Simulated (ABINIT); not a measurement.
Here is an ABINIT 10.8.3 (patched build) calculation.

run.abi

```
ndtset 7
getwfk -1
scalecart1 3*0.9795861087
scalecart2 3*0.9864848297
scalecart3 3*0.9932883884
scalecart4 3*1.0000000000
scalecart5 3*1.0066227096
scalecart6 3*1.0131594038
scalecart7 3*1.0196128224

pp_dirpath "./"
pseudos "C_ONCV_PBE-1.2.upf"

acell 3*1.0
rprim
     0.0000000000     3.3700808789     3.3700808789
     3.3700808789     0.0000000000     3.3700808789
     3.3700808789     3.3700808789     0.0000000000
ntypat 1
znucl 6
natom 2
typat 1 1
xred
     0.7500000000     0.7500000000     0.7500000000
     0.5000000000     0.5000000000     0.5000000000

ecut 1115.666836 eV

kptopt 1
ngkpt 13 13 13
nshiftk 1
shiftk 0.0 0.0 0.0

ixc 11

nband 8
occopt 3
tsmear 0.00183747

nstep 100
tolvrs 1.0e-10

iomode 3
prtwf 1
prtden 0
prteig 0
prtebands 0
```

Potentials or basis: SG15 NC PBE v1.2.

The run is started by

```sh
$ abinit run.abi > log 2>&1
```

(1) What does it give for the pressure derivative of the bulk modulus?

(2) What does it give for the equilibrium volume?

(3) Predict the bulk modulus.

Answers

(1) 3.7.

(2) 5.68 Å³/atom.

(3) 432 GPa.

Caveat: pressures at fixed basis lie under the slope of the energies.

**The experiment to reproduce.**

From “Equation of state of cubic boron nitride at high pressures and temperatures”, 2007, arxiv:cond-mat/0702656, for a bulk crystal of C: bulk modulus 444.8 ± 0.8 GPa.

Against the measured bulk modulus of C, 444.8 GPa (quoted in “Equation of state of cubic boron nitride at high pressures and temperatures”, 2007, arxiv:cond-mat/0702656), the calculated 432 GPa is off by -2.9 %. 3 values of this kind are on record (442 to 444.8 GPa); this one was drawn at random among those near their median, those with a stated uncertainty first. The fit is for a static lattice scaled at fixed shape and fixed fractional positions. The cell as given is a measured one (5.67 Å³/atom); PBE puts the equilibrium volume +0.1 % from it, thermal expansion not counted.
